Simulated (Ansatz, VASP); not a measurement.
LiF: VASP beside Ansatz

File INCAR:

```
PREC = Accurate
ENCUT = 520
EDIFF = 1E-6
ISMEAR = 0
SIGMA = 0.05
LREAL = False
LASPH = True
NELM = 60
ALGO = Normal
ISIF = 2
LWAVE = False
LCHARG = False
GGA = PS
NBANDS = 12
```

KPOINTS

```
Automatic mesh
0
Gamma
  10 10 10
```

POSCAR

```
LiF
1.0
    0.0000000000      2.0140000000      2.0140000000
    1.7119000000      0.0000000000      2.0140000000
    1.7119000000      2.0140000000      0.0000000000
Li F
1 1
Direct
    0.0000000000      0.0000000000      0.0000000000
    0.5000000000      0.5000000000      0.5000000000
```

Input for Ansatz:

```yaml
crystal:
  lattice:
    - [0.0, 2.014, 2.014]
    - [1.7119, 0.0, 2.014]
    - [1.7119, 2.014, 0.0]
  atoms:
    - { symbol: Li, position: [0.0, 0.0, 0.0] }
    - { symbol: F, position: [0.5, 0.5, 0.5] }
basis:
  ecutwfc: 420
kpoints:
  mp_grid: { grid: [10, 10, 10] }
hamiltonian:
  xc: pbesol
scf:
  occupations: { method: gaussian, width: 0.05 }
output:
  forces: true
  stress: true
  eigenvalues: true
```

Change from the starting cell: strain -0.1500 x Voigt [1, 0, 0, 0, 0, 0], atoms carried along.

Alike in both runs: task single point; functional PBEsol; k mesh 10 × 10 × 10; occupations gaussian, width 0.05 eV; no spin polarisation.

|  | VASP | Ansatz |
| --- | --- | --- |
| version | VASP 6.6.1 | Ansatz 0.2.0 |
| potentials or method | VASP PAW PBE potentials, release 64 (Li_sv, F) | scalar-relativistic, plane waves, PAW |
| plane-wave cutoff (eV) | 520 | 420 |
| valence electrons in the cell | 10 | 10 |

|  | VASP | Ansatz | Ansatz less VASP |
| --- | --- | --- | --- |
| gap on the k mesh at the Fermi level (eV) | 10.14 | 10.14 | +0.002 |
| least direct gap on the mesh (eV) | 10.14 | 10.14 | +0.002 |

With one functional, cell and mesh, what is left measures potentials, basis and numerics.

 A k mesh can miss the band edges.
